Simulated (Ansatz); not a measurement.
Input deck for Ansatz 0.2.0, then the block of the output on the nuclei.

The start is a COD entry.

```yaml
crystal:
  lattice:
    - [3.585, 0.0, 0.0]
    - [-1.7925, 3.1047010726, 0.0]
    - [0.0, 0.0, 15.5]
  atoms:
    - { symbol: Ga, position: [0.3333333333, 0.6666666667, 0.17] }
    - { symbol: Ga, position: [0.6666666667, 0.3333333333, 0.67] }
    - { symbol: Ga, position: [0.3333333333, 0.6666666667, 0.33] }
    - { symbol: Ga, position: [0.6666666667, 0.3333333333, 0.83] }
    - { symbol: S, position: [0.3333333333, 0.6666666667, 0.6] }
    - { symbol: S, position: [0.6666666667, 0.3333333333, 0.1] }
    - { symbol: S, position: [0.3333333333, 0.6666666667, 0.9] }
    - { symbol: S, position: [0.6666666667, 0.3333333333, 0.4] }
kpoints:
  mp_grid: { grid: [14, 14, 3] }
scf:
  occupations: { method: fermi_dirac, width: 0.02 }
hamiltonian:
  xc: pbe
  pseudopotentials: { kind: paw }
output:
  forces: true
  stress: true
  populations: true
  efg:
    quadrupole_moments_barn: { Ga: 0.107, S: -0.0694 }
    contact_densities: true
  write_density: true
  write_potential: true
  elf: true
  volumetric_format: npy
relax:
  f_tol: 0.02
  max_steps: 60
```

```sh
ansatz run input.yaml --threads 1 --pin off --max-ram 3072MiB --backend cpu --events-out ev --progress --plain --runs-dir out
```

The run relaxes the ions first, and the block belongs to the relaxed positions.

Of the output, the block on the nuclei alone is shown; the set-up, the SCF iterations, energies, forces and stress are cut.

```
--- PAW observables at the nuclei: V_zz in 10²¹ V/m², potentials from the cell's mean, atoms counted from 1 ---
  atom   1  Ga V_zz =    -7.805239   η = 0.0000   by run symmetry: allowed   C_q = -20.1941 MHz
            electrostatic potential = -4129.081878 V   contact ρ = 187417.989784 e/Å³
  atom   2  Ga V_zz =    -7.805239   η = 0.0000   by run symmetry: allowed   C_q = -20.1941 MHz
            electrostatic potential = -4129.081878 V   contact ρ = 187417.989784 e/Å³
  atom   3  Ga V_zz =    -7.805239   η = 0.0000   by run symmetry: allowed   C_q = -20.1941 MHz
            electrostatic potential = -4129.081878 V   contact ρ = 187417.989784 e/Å³
  atom   4  Ga V_zz =    -7.805239   η = 0.0000   by run symmetry: allowed   C_q = -20.1941 MHz
            electrostatic potential = -4129.081878 V   contact ρ = 187417.989784 e/Å³
  atom   5  S  V_zz =    -5.579161   η = 0.0000   by run symmetry: allowed   C_q = +9.3623 MHz
            electrostatic potential = -1632.521333 V   contact ρ = 19769.483922 e/Å³
  atom   6  S  V_zz =    -5.579161   η = 0.0000   by run symmetry: allowed   C_q = +9.3623 MHz
            electrostatic potential = -1632.521333 V   contact ρ = 19769.483922 e/Å³
  atom   7  S  V_zz =    -5.579161   η = 0.0000   by run symmetry: allowed   C_q = +9.3623 MHz
            electrostatic potential = -1632.521333 V   contact ρ = 19769.483922 e/Å³
  atom   8  S  V_zz =    -5.579161   η = 0.0000   by run symmetry: allowed   C_q = +9.3623 MHz
            electrostatic potential = -1632.521333 V   contact ρ = 19769.483922 e/Å³
```

The relaxation (3 steps) took 38 s of wall time (38 s of CPU time) and 0.68 GiB at its peak, on 1 thread of Intel Xeon 6975P-C (Granite Rapids) (x86_64; 16 cores open to the job, memory cap 3.0 GiB, no GPU), a shared host with a load of 0.6 a core.
